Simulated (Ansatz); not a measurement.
How far is PAW off for AgCl?

```xyz
2
Lattice="3.5027 0.0000 0.0000 0.0000 3.5027 0.0000 0.0000 0.0000 3.4340" Properties=species:S:1:pos:R:3 pbc="T T T"
Ag    0.0000    0.0000    0.0000
Cl    1.7513    1.7513    1.7170
```

Atom numbers follow the list: Ag1, Cl2.

The conventional cell has a = 3.503 Å, b = 3.503 Å, c = 3.434 Å, α = 90.00°, β = 90.00°, γ = 90.00°. Ag (atom 1) is surrounded by 8 Cl at 3.01 Å and 2 Ag at 3.43 Å. Cl (atom 2) is surrounded by 8 Ag at 3.01 Å and 2 Cl at 3.43 Å.

Structure from Materials Project entry mp-726265 (possibly hypothetical), not relaxed further. The listed cell was then made from it by scaling, straining or moving an atom.

Levels of theory: DFT, PBE, PAW with Ansatz's default frozen-core files, scalar-relativistic (Ansatz 0.2.0); DFT, PBE, all-electron LAPW, scalar-relativistic (Ansatz 0.2.0).

For PAW: a Γ-centred 9×9×9 k mesh, Fermi–Dirac smearing of 0.01 eV, cutoff 420 eV, no spin polarisation. LAPW targets a basis error of 1 meV/atom. The Ansatz runs share mesh, smearing and spin set-up. Plane-wave (PAW) pressures include the program's estimate of the Pulay term.

Stress and pressure are positive in compression.

The change that made this cell: equal xx and yy strain of +2 %.

PAW results:

```tsv
quantity	PAW
pressure (GPa)	-1.78
stress xx (GPa)	-2.09
stress zz (GPa)	-1.17
band gap (eV)	0.567
```

(1) What does LAPW (all electrons) give for the same quantities?

## Answers

(1) 
```
       quantity   LAPW
 pressure (GPa)  -1.78
stress xx (GPa)  -2.08
stress zz (GPa)  -1.17
  band gap (eV)  0.540
```
